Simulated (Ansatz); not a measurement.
Runs of Ansatz 0.2.0 on W. It takes space group Im-3m (No. 229, cubic). Conventional cell: a = 3.165 Å, b = 3.165 Å, c = 3.165 Å, α = 90.00°, β = 90.00°, γ = 90.00°. W (site symmetry m-3m) has 8 W at 2.74 Å as nearest neighbours. 

```csv
task,level,spin,cell,cutoff (eV),smearing,other functionals evaluated on the density,basis error allowed,gap on the mesh (eV),pressure (GPa)
single point,PBE,off,as given,286,gaussian 0.015 eV,-,0.001 eV/atom,none,6.1
single point,RPBE,"collinear, random start",as given,309,cold 0.025 eV,"revPBE, BLYP, LDA",0.0005 eV/atom,none,10.2
single point,PBE,off,as given,286,gaussian 0.013 eV,-,0.001 eV/atom,none,6.1
single point,PBE,off,as given,286,gaussian 0.018 eV,-,0.001 eV/atom,none,6.1
band structure,LDA,off,as given,286,fermi-dirac 0.05 eV,-,0.001 eV/atom,-,-8.9
single point,RPBE,off,as given,286,gaussian 0.05 eV,-,0.001 eV/atom,none,(a)
single point,PBE,off,as given,286,gaussian 0.017 eV,-,0.001 eV/atom,none,6.1
relaxation of cell and atoms,PBEsol,off,relaxed,-,fermi-dirac 0.05 eV,-,0.001 eV/atom,-,0.0
```

Alike in all rows: potentials or basis all-electron LAPW, scalar-relativistic; k mesh 12 × 12 × 12.

Task: Estimate the missing entries.

Result: (a) 9.9.

A k mesh can miss the band edges, and the runs leave out spin-orbit coupling on W.

A gap of «none» marks a metal or a gap under the smearing width.

Not every run made on this cell is shown here.
